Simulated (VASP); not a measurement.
A run of VASP 6.6.1:

Contents of INCAR:

```
PREC = Accurate ; ENCUT = 520
EDIFF = 1E-7 ; ISMEAR = -1
SIGMA = 0.05 ; LREAL = False
LASPH = True ; NELM = 100
ALGO = Normal ; ISIF = 2
LWAVE = False ; LCHARG = True
LDIPOL = True ; IDIPOL = 3
DIPOL = 0.5 0.5 0.294 ; GGA = PE
LELF = True ; LVHAR = True
LVACPOTAV = True ; NBANDS = 14
```

KPOINTS

```
Automatic mesh
0
Gamma
  9 9 1
```

File POSCAR:

```
HfN
1.0
    3.5297000000      0.0000000000      0.0000000000
   -1.7648500000      3.0568100000      0.0000000000
    0.0000000000      0.0000000000     23.8000000000
Hf N
1 1
Direct
    0.0000000000      0.0000000000      0.2941200000
    0.3333300000      0.6666700000      0.2941200000
```

Potentials or basis: VASP PAW PBE potentials, release 64 (Hf_pv, N).

Launch:

```sh
$ cat potpaw_PBE.64/Hf_pv/POTCAR potpaw_PBE.64/N/POTCAR > POTCAR
$ mpirun -np 1 vasp_std > vasp.out
```

Hardware: 1 thread of Intel(R) Xeon(R) 6975P-C (Granite Rapids), with other jobs on the host.

**Question.** How long does it take, and how much memory?

**Answer.** Wall time 100 s on 1 thread of Intel(R) Xeon(R) 6975P-C (Granite Rapids) (shared host), peak memory 0.42 GiB. Counts: scf iterations 23, k points 25.
